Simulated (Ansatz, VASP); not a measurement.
# Mg: VASP beside Ansatz

```
CELL_PARAMETERS angstrom
3.20930 0.00000 0.00000
-1.60465 2.77934 0.00000
0.00000 0.00000 5.21030
ATOMIC_POSITIONS crystal
Mg 0.66667 0.33333 0.75000
Mg 0.33333 0.66667 0.25000
```

Alike in both runs: functional PBE0; k mesh 5 × 5 × 3; occupations fermi-dirac, width 0.05 eV; no spin polarisation.

|  | VASP | Ansatz |
| --- | --- | --- |
| version | VASP 6.6.1 | Ansatz 0.2.0 |
| potentials or method | VASP PAW PBE potentials, release 64 (Mg) | Ansatz PAW |
| plane-wave cutoff (eV) | 520 | 420 |
| valence electrons in the cell | 4 | 20 |
| task | band structure | single point |

|  | VASP | Ansatz | Ansatz less VASP |
| --- | --- | --- | --- |
| gap on the k mesh at the Fermi level (eV) | none | none | - |
| pressure (GPa) | -0.8 | -0.6 | +0.23 |
| largest component of the traceless stress (GPa) | 0.50 | 0.53 | +0.030 |

A gap of «none» marks a metal or a gap that the smearing closes. The two sets of potentials don't hold the same shells in valence.

Caveats: the k mesh is coarse (spacing up to 0.45 Å⁻¹), so the values aren't converged, least of all with exact exchange; an unscreened hybrid on a path of extra k points without a Coulomb cutoff has errors near the mesh points, so the bands along the path aren't reliable (VASP); the PAW data sets were made with another functional, which shifts forces and pressure a little (VASP); the PAW data sets come from PBE, with cores solved anew for the run's functional, which leaves a small shift of forces and pressure (Ansatz); the thresholds are loose for stress (Ansatz).
